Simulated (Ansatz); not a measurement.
CdTe (F-43m) as a strained film

```
CELL_PARAMETERS angstrom
3.20500 3.20500 0.00000
-3.20500 3.20500 0.00000
0.00000 3.20500 3.20500
ATOMIC_POSITIONS crystal
Cd 0.00000 0.00000 0.00000
Te 0.75000 0.25000 0.50000
```

This cell was relaxed by PAW under LDA. A film on a (001) substrate is mimicked by stretching x and y by ε∥; the length along z and the atoms then relax by PAW (default files of Ansatz 0.2.0, cutoff 420 eV, stress met within about 0.05 GPa). Stress and levels come from LDA, all-electron LAPW in Ansatz 0.2.0, scalar-relativistic; k mesh 6×6×6, fixed occupations, basis error target 0.5 meV/atom. Conduction levels are in eV over the valence top, at fixed fractional wave vectors.

```csv
ε∥ (%),ε⊥ (%),"σ∥ (GPa, tension positive)",Γ,L (oblique),X ∥ z,X ⊥ z,2nd valence level at Γ,3rd
-2.0,2.681,-0.94,0.584,1.607,2.431,2.232,0.000,-0.179
-1.0,?,?,?,?,?,?,?,?
-0.5,0.679,-0.23,0.603,1.660,2.393,2.345,0.000,-0.042
0.0,0.000,-0.01,0.607,1.671,2.382,2.382,0.000,0.000
0.5,-0.695,0.21,0.571,1.641,2.331,2.378,-0.040,-0.040
1.0,-1.362,0.43,0.535,1.610,2.284,2.376,-0.077,-0.077
2.0,-2.802,0.82,0.468,1.544,2.194,2.375,-0.150,-0.150
```

The last two columns are counted from the highest valence level at Γ.

Task: How does the film contract along z, and how stiff is it in the plane?

Result: Quadratic fits through the 6 rows shown have slopes dε⊥/dε∥ = -1.369 and dσ∥/dε∥ = 44.0 GPa at zero strain. Elasticity asks −2C12/C11 = -1.366 and C11 + C12 − 2C12²/C11 = 43.9 GPa, from PAW constants C11 = 58.5, C12 = 40.0 GPa. At the level of the σ∥ column the films keep up to 0.02 GPa along z against the unstrained cell, and the constants are scalar-relativistic PAW values, so part of the difference is the change of level.

Task: Which shear deformation potential b does the valence splitting give?

Result: Without spin-orbit coupling the single level moves against the pair by 3b(ε⊥ − ε∥): -0.0417 eV at ε⊥ − ε∥ = 0.01179 and 0.0402 eV at -0.01195, so b = -1.15 eV.

Task: Fill the row at ε∥ = -1.0 %.

Result: The fits give ε⊥ = 1.356 % and σ∥ = -0.46 GPa. Computed: ε⊥ (%) = 1.387, σ∥ (GPa, tension positive) = -0.45, Γ = 0.596, L (oblique) = 1.644, X ∥ z = 2.406, X ⊥ z = 2.308, 2nd valence level at Γ = 0.000, 3rd = -0.087. The levels have a kink at zero strain, where another valence state takes the top, so one parabola doesn't fit them.

Task: What is the slope of the gap under small compression and under small tension?

Result: dE_g/dε∥ is 9 meV per % on the compressed side and -72 on the stretched side, so the gap falls either way. The lowest conduction level stays at Γ.

Caveats: no spin-orbit coupling on heavy atoms; the frozen-core PAW files of the relaxations were fitted under PBE, their cores solved anew for this functional; semilocal gaps are low, and the spacing of valleys can be off by tenths of an eV; levels are read at fixed fractional k, so an edge that moves off these points is missed; with spin-orbit coupling the valence top splits by 2|b| and not 3|b| times the shear while that is small against the spin-orbit gap, so the gap's slopes differ from these.
